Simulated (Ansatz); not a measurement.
# How the vibrations of Al$_{3}$Cu change with volume

Theory: DFT PBEsol, scalar-relativistic, plane waves, PAW (Ansatz). Settings: 420 eV plane-wave cutoff, Γ-centred 16×16×6 mesh, Fermi-Dirac smearing of 0.15 eV. No spin polarisation. Phonons by linear response, acoustic sum rule imposed.

The cell, relaxed at this level:
```
Al Cu
1.0
     2.78597    0.00000    0.00000
     0.00000    2.78597    0.00000
     0.00000    0.00000    7.56978
Al Cu
3 1
Cartesian
  0.0000 0.0000 3.7849
  1.3930 1.3930 1.6759
  1.3930 1.3930 5.8939
  0.0000 0.0000 0.0000
```

In a metal, frequencies depend on the k mesh and the smearing, soft modes most.

Cells at 0.98 and 1.02 times the equilibrium volume were relaxed in shape and atoms; γ = −d ln ν / d ln V, modes matched by rank.

**Question.** Give the optical frequencies at Γ (cm⁻¹) at the three volumes and the mode Grüneisen parameters.

**Answer.**
```
0.98 V    V  1.02 V     γ  degeneracy
   106   97      88  4.42           2
   175  168     162  1.93           2
   204  197     190  1.85           1
   215  206     198  1.99           2
   260  251     243  1.67           1
   307  295     283  2.10           1
```

**Question.** What pressures hold the two strained cells, and what bulk modulus follows?

**Answer.** 2.10 GPa at 0.98 V and -1.88 GPa at 1.02 V, so B = −dP/d ln V ≈ 99 GPa.